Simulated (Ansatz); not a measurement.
## Calculated ³³S NMR of the central transition for S

Cell: a computed structure from the Materials Project (it need not be an observed phase), taken as it stands.

```cif
data_S
_symmetry_space_group_name_H-M 'C2/c'
_symmetry_Int_Tables_number 15
_cell_length_a 12.9349
_cell_length_b 10.3659
_cell_length_c 8.5765
_cell_angle_alpha 90.000
_cell_angle_beta 106.195
_cell_angle_gamma 90.000
loop_
_atom_site_label
_atom_site_type_symbol
_atom_site_symmetry_multiplicity
_atom_site_Wyckoff_symbol
_atom_site_fract_x
_atom_site_fract_y
_atom_site_fract_z
S1 S 8 f 0.8346 0.0837 0.1418
S2 S 8 f 0.7975 0.8012 0.8127
S5 S 8 f 0.5758 0.1874 0.5695
S6 S 8 f 0.5737 0.0377 0.7297
S8 S 8 f 0.0729 0.0642 0.7274
```

One atom of each set is listed; the run and its k-mesh use a cell of 20 atoms with edges of 8.29, 8.29, 8.58 Å.

Method: Kohn–Sham DFT in Ansatz, PBE, plane waves and PAW, scalar-relativistic, 420 eV cutoff, Γ-centred 4×4×4 k-points, Fermi–Dirac smearing 0.05 eV.

³³S has I = 3/2 and Q = -69.40 mb (Pyykkö 2018); at 35.2 T its Larmor frequency is ν₀ = 115.2 MHz. Only the quadrupole interaction is simulated: positions count from each site's isotropic chemical shift, and shift anisotropy, dipolar and J coupling are left out.

Q: What does the ³³S spectrum (static powder) show for each site?

A: 

```tsv
site	first shell	C_Q (MHz)	η	P_Q (MHz)	δ_QIS (ppm)	breadth (kHz)
S1	2 S at 2.05–2.07 Å, angle 105°	42.4	0.59	44.8	-3791	3126
S2	2 S at 2.04–2.05 Å, angle 112°	43.7	0.61	46.3	-4048	3354
S5	2 S at 2.04–2.08 Å, angle 105°	43.1	0.58	45.5	-3898	3205
S6	2 S at 2.03–2.08 Å, angle 107°	44.4	0.58	46.8	-4133	3399
S8	2 S at 2.03–2.07 Å, angle 109°	44.0	0.59	46.5	-4076	3363
```

δ_QIS = −(ν_Q²/30ν₀²)[I(I+1) − 3/4](1 + η²/3) × 10⁶ ppm with ν_Q = 3|C_Q|/[2I(2I−1)]; it falls as 1/B₀² in ppm, and the breadth as 1/B₀ in kHz.

The structure holds S–S bonds (2.05 Å). At S1, S2, S5, S6 and S8 V_zz stands upright on the plane of its two bonds (within 6°) in each case.

With ν_Q/ν₀ up to 0.19, terms beyond second order are no longer negligible.

The largest force is 0.3 eV/Å, so the atoms aren't at the calculated equilibrium and relaxing them would move these values.

Hardware: 1 thread of Arm Neoverse V1 (aarch64; 8 cores open to the job, memory cap 2.5 GiB, no GPU), a shared host with a load of 0.3 a core. Wall time 2.1 min, CPU time 2.1 min, peak memory 1.1 GiB.
